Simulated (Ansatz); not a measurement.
MgO built on the zincblende prototype, relaxed with r2SCAN in the plane-wave code Ansatz. The symmetry is F-43m (No. 216, cubic); conventional cell a = 4.564 Å, 11.88 Å³ an atom. Mg is surrounded by 4 O at 1.98 Å; O is surrounded by 4 Mg at 1.98 Å.

The axes x, y and z are those of this cell:
```xyz
2
Lattice="0.0000 2.2820 2.2820 2.2820 0.0000 2.2820 2.2820 2.2820 0.0000" Properties=species:S:1:pos:R:3 pbc="T T T"
Mg    0.0000    0.0000    0.0000
O     1.1410    1.1410    1.1410
```

Unstrained: The PBE gap is direct at Γ: 3.657 eV. The r2SCAN gap is direct at Γ: 4.336 eV. With HSE06 the gap is 5.268 eV and direct, at Γ. Meshes: PBE 10×10×10, r2SCAN 10×10×10, HSE06 6×6×6. Strains are changes of length per length. After each strain the atoms were relaxed again with r2SCAN within the symmetry that the strain leaves, so tilts or polar shifts that break it weren't tested; points keep the names that they have in the unstrained zone. (Calculated; spin-unpolarised; the phase may be known or hypothetical.)

Question: Apply biaxial -5.91 % in x and y, z held. How far does the gap move, against the unstrained cell?

Answer: PBE: the gap goes from 3.657 to 4.299 eV (+0.642 eV); it turns from direct (Γ) to indirect (Γ–K (0.27) → Γ); least and direct gap lie within 0.04 eV, so its kind isn't settled; with r2SCAN the top three valence levels at Γ, degenerate before, become 2+1 from the top over 154 meV. r2SCAN: the gap goes from 4.336 to 5.017 eV (+0.681 eV); it turns from direct (Γ) to indirect (Γ–K (0.27) → Γ); least and direct gap lie within 0.04 eV, so its kind isn't settled. HSE06: the gap goes from 5.268 to 5.993 eV (+0.725 eV); it turns from direct (Γ) to indirect (Γ–K (0.44) → Γ); least and direct gap lie within 0.04 eV, so its kind isn't settled. The r2SCAN energy rises by 78.1 meV an atom.

Question: One strain changed the r2SCAN stress by xx -2.40, yy -2.40, zz -3.62 GPa (compression positive) and the gap by -0.151 eV (PBE), -0.160 eV (r2SCAN), -0.164 eV (HSE06). Which kind of strain was it, and roughly how large?

Answer: Uniaxial +2.34 % along z, other directions held. The pattern of the stress gives the kind; the size needs the stiffness, so it is an estimate.

Question: Apply isotropic -3.16 % on every length. How far does the gap move, against the unstrained cell?

Answer: PBE: the gap goes from 3.657 to 4.228 eV (+0.571 eV). r2SCAN: the gap goes from 4.336 to 4.939 eV (+0.603 eV). HSE06: the gap goes from 5.268 to 5.903 eV (+0.635 eV). The r2SCAN energy rises by 46.3 meV an atom.

The meshes of the hybrids are coarse, so their gaps aren't converged to the digits shown.

The splittings at Γ are without spin-orbit coupling, which regroups them where it is of like size or larger.
